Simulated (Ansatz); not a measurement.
## Where the states of Re lie

```
Re
1.0
     0.00000    1.97500    1.97500
     1.97500    0.00000    1.97500
     1.97500    1.97500    0.00000
Re
1
Direct
  0.00000 0.00000 0.00000
```

The geometry is COD entry 1534939, unchecked; take it as a test cell.

No spin–orbit coupling, which matters for the heavy atoms here.

Method: DFT, PBE, all-electron LAPW, scalar-relativistic (Ansatz 0.2.0).

Numerical set-up: a Γ-centred 14×14×14 k mesh, Fermi–Dirac smearing of 0.03 eV, basis error target 1 meV/atom, no spin polarisation.

States per eV and cell, averaged over 0.6 eV, from -9.4 to 6.0 eV, with energies (bin centres) from the Fermi level; empty bins are left out. The partial columns, the largest 3 alone, are projections on Löwdin-orthogonalised atomic shells (those that the program's projection atoms carry: the occupied ones and, for some elements, an empty d or f shell; other empty shells have no column), summed over atoms of an element. Weights on diffuse s and p shells depend on that basis and aren't pure angular character.

```json
{"E (eV)": "-9.2", "total": "0.04", "Re 5d": "0.00", "Re 6s": "0.04", "Re 5p": "0.00"}
{"E (eV)": "-8.6", "total": "0.07", "Re 5d": "0.00", "Re 6s": "0.06", "Re 5p": "0.00"}
{"E (eV)": "-8.0", "total": "0.10", "Re 5d": "0.01", "Re 6s": "0.09", "Re 5p": "0.00"}
{"E (eV)": "-7.4", "total": "0.14", "Re 5d": "0.02", "Re 6s": "0.12", "Re 5p": "0.00"}
{"E (eV)": "-6.8", "total": "0.23", "Re 5d": "0.06", "Re 6s": "0.16", "Re 5p": "0.00"}
{"E (eV)": "-6.2", "total": "0.66", "Re 5d": "0.40", "Re 6s": "0.24", "Re 5p": "0.01"}
{"E (eV)": "-5.6", "total": "0.93", "Re 5d": "0.69", "Re 6s": "0.22", "Re 5p": "0.01"}
{"E (eV)": "-5.0", "total": "1.06", "Re 5d": "0.92", "Re 6s": "0.13", "Re 5p": "0.01"}
{"E (eV)": "-4.4", "total": "0.84", "Re 5d": "0.78", "Re 6s": "0.04", "Re 5p": "0.01"}
{"E (eV)": "-3.8", "total": "1.00", "Re 5d": "0.95", "Re 6s": "0.03", "Re 5p": "0.01"}
{"E (eV)": "-3.2", "total": "0.90", "Re 5d": "0.84", "Re 6s": "0.03", "Re 5p": "0.01"}
{"E (eV)": "-2.6", "total": "1.22", "Re 5d": "1.10", "Re 6s": "0.08", "Re 5p": "0.01"}
{"E (eV)": "-2.0", "total": "1.39", "Re 5d": "1.24", "Re 6s": "0.10", "Re 5p": "0.01"}
{"E (eV)": "-1.4", "total": "1.39", "Re 5d": "1.25", "Re 6s": "0.09", "Re 5p": "0.01"}
{"E (eV)": "-0.8", "total": "0.96", "Re 5d": "0.85", "Re 6s": "0.05", "Re 5p": "0.00"}
{"E (eV)": "-0.2", "total": "0.80", "Re 5d": "0.72", "Re 6s": "0.03", "Re 5p": "0.00"}
{"E (eV)": "0.4", "total": "1.07", "Re 5d": "1.01", "Re 6s": "0.04", "Re 5p": "0.00"}
{"E (eV)": "1.0", "total": "0.79", "Re 5d": "0.73", "Re 6s": "0.03", "Re 5p": "0.00"}
{"E (eV)": "1.6", "total": "0.73", "Re 5d": "0.68", "Re 6s": "0.02", "Re 5p": "0.00"}
{"E (eV)": "2.2", "total": "0.74", "Re 5d": "0.70", "Re 6s": "0.02", "Re 5p": "0.00"}
{"E (eV)": "2.8", "total": "0.88", "Re 5d": "0.84", "Re 6s": "0.02", "Re 5p": "0.00"}
{"E (eV)": "3.4", "total": "1.28", "Re 5d": "1.21", "Re 6s": "0.04", "Re 5p": "0.00"}
{"E (eV)": "4.0", "total": "0.70", "Re 5d": "0.62", "Re 6s": "0.05", "Re 5p": "0.00"}
{"E (eV)": "4.6", "total": "0.31", "Re 5d": "0.19", "Re 6s": "0.07", "Re 5p": "0.00"}
{"E (eV)": "5.2", "total": "0.33", "Re 5d": "0.16", "Re 6s": "0.09", "Re 5p": "0.00"}
{"E (eV)": "5.8", "total": "0.35", "Re 5d": "0.13", "Re 6s": "0.12", "Re 5p": "0.00"}
```

(1) Which of the resolved shells contributes most within 0.3 eV of the Fermi level?

(2) Where is the centre of the filled Re 5d states between -14 eV and the top of the filled states?

## Answers

(1) Re 5d, with 93 % of all states there; Re 6s follows with 3 %.

(2) -2.97 eV from the Fermi level.
